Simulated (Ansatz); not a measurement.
Predict the output of the script below (Ansatz 0.2.0 through its Python package).

`kf.extxyz`
```text
2
Lattice="3.258955 0.0 0.0 0.0 3.258955 0.0 0.0 0.0 3.258955" Properties=species:S:1:pos:R:3 pbc="T T T"
K     0.00000000    0.00000000    0.00000000
F     1.62947750    1.62947750    1.62947750
```

`ecut_kf.py`:
```python
"""Convergence of KF with the plane-wave cutoff."""

import warnings

import ansatz as az
import pandas as pd


def main() -> None:
    warnings.simplefilter("ignore", az.DeckWarning)

    structure = az.Crystal.from_extxyz("kf.extxyz")

    base = (
        structure.calculation()
        .functional("r2scan")
        .kpoints(6, 6, 6)  # sampling of the Brillouin zone
        .occupations("Fixed")
    )

    rows = []
    for value in [250, 325, 400, 475, 550]:
        r = base.basis(value).run(threads=1).report
        rows.append((value, r["free_energy_ev"] / len(r["lattice"]["sites"]), r["n_iterations"], r["n_pw"]))

    table = pd.DataFrame(rows, columns=["cutoff (eV)", "F/atom (eV)", "iterations", "plane waves"])
    print(table.round(5).to_string(index=False))

    # the last row is the reference
    for row in rows[:-1]:
        shift = 1000 * (row[1] - rows[-1][1])
        print(f"{row[0]}: {shift:+.2f} meV/atom" + ("  (within 1 meV)" if abs(shift) < 1 else ""))


if __name__ == "__main__":
    main()
```

`python ecut_kf.py` gives:
```text
 cutoff (eV)  F/atom (eV)  iterations  plane waves
         250  -1176.11029           7          305
         325  -1177.40328           8          461
         400  -1177.52341           6          619
         475  -1177.52801           6          799
         550  -1177.52970           6         1021
250: +1419.41 meV/atom
325: +126.42 meV/atom
400: +6.29 meV/atom
475: +1.69 meV/atom
```

Caveats:
- The structure comes from a database of computed cells and needn't be a stable or known phase.
- Shifts are counted from the last row, which is itself no proven limit.
- The script silences the warnings on its input, which a real study should read.
- It ran for 4.8 s on 1 thread of Arm Neoverse V2 (shared host), peak memory 0.41 GiB.
